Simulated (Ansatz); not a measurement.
A 2-atom cell of LiH started from a crystallographic database with hydrogen sites as listed, relaxed with r2SCAN+rVV10 in Ansatz. Space group Fm-3m (No. 225), cubic; conventional cell a = 3.997 Å, 7.98 Å³ an atom. Li is surrounded by 6 H at 2.00 Å; H is surrounded by 6 Li at 2.00 Å.

The axes x, y and z are those of this cell:
```yaml
crystal:
  lattice:
    - [0.00000, 1.99847, 1.99847]
    - [1.99847, 0.00000, 1.99847]
    - [1.99847, 1.99847, 0.00000]
  atoms:
    - { symbol: Li, position: [0.00000, 0.00000, 0.00000] }
    - { symbol: H, position: [0.50000, 0.50000, 0.50000] }
```

Unstrained: PBE gives a direct gap of 2.979 eV at X. r2SCAN gives a direct gap of 3.626 eV at X. With HSE06 the gap is 3.966 eV and direct, at X. Meshes: PBE 10×10×10, r2SCAN 10×10×10, HSE06 8×8×8. Strains are changes of length per length. After each strain the atoms were relaxed again with r2SCAN+rVV10 within the symmetry that the strain leaves, so tilts or polar shifts that break it weren't tested; points keep the names that they have in the unstrained zone. The values are computed, spin-unpolarised, and not measurements.

Question: Apply biaxial +5.42 % in x and y, z held. How far does the gap move, against the unstrained cell?

Answer: PBE: the gap goes from 2.979 to 2.586 eV (-0.393 eV); it turns from direct (X) to indirect (X → X [(1/2, 0, 1/2)]). r2SCAN: the gap goes from 3.626 to 3.206 eV (-0.420 eV); it turns from direct (X) to indirect (X → X [(1/2, 0, 1/2)]). HSE06: the gap goes from 3.966 to 3.524 eV (-0.442 eV); it turns from direct (X) to indirect (X → X [(1/2, 0, 1/2)]).

Question: Apply isotropic +3.47 % on every length. How far does the gap move, against the unstrained cell?

Answer: PBE: the gap goes from 2.979 to 3.047 eV (+0.068 eV). r2SCAN: the gap goes from 3.626 to 3.682 eV (+0.056 eV). HSE06: the gap goes from 3.966 to 4.020 eV (+0.054 eV).

The meshes of the hybrids are coarse, so their gaps aren't converged to the digits shown.
